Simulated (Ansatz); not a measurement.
Runs of Ansatz 0.2.0 on PbO2. The structure is cubic, space group Fm-3m (No. 225). The conventional cell has a = 5.404 Å, b = 5.404 Å, c = 5.404 Å, α = 90.00°, β = 90.00°, γ = 90.00°. Pb (site symmetry m-3m) has 8 O at 2.34 Å as nearest neighbours. Around O (site symmetry -43m) lie 4 Pb at 2.34 Å. The cell comes from a database or a generator and needn't be the stable form of this composition.

```tsv
level	gap on the mesh (eV)	pressure (GPa)	relaxed volume (Å³/atom)
revPBE+D3(BJ)	none	0.0	12.93
RPBE+D4	none	0.0	13.00
BLYP+D4	none	0.0	13.21
revPBE+D4	none	0.0	12.93
BLYP+D3(BJ)	none	0.0	(a)
```

Alike in all rows: task relaxation of cell and atoms; potentials or basis Ansatz PAW; no spin polarisation; cell relaxed; k mesh 9 × 9 × 9; cutoff (eV) 420; smearing fermi-dirac 0.05 eV.

Task: Estimate the missing entries.

Result: (a) 13.18.

Caveats: the plane-wave basis is chosen anew once the cell has moved, so the energies of steps on either side of that aren't comparable; pairwise dispersion overbinds metals, which lowers pressure and volume; the PAW data sets come from PBE, with cores solved anew for the run's functional, which leaves a small shift of forces and pressure.

A k mesh can miss the band edges, and the runs leave out spin-orbit coupling on Pb.

A gap of «none» marks a metal or a gap under the smearing width.

Runs at the PBE level aren't shown here.
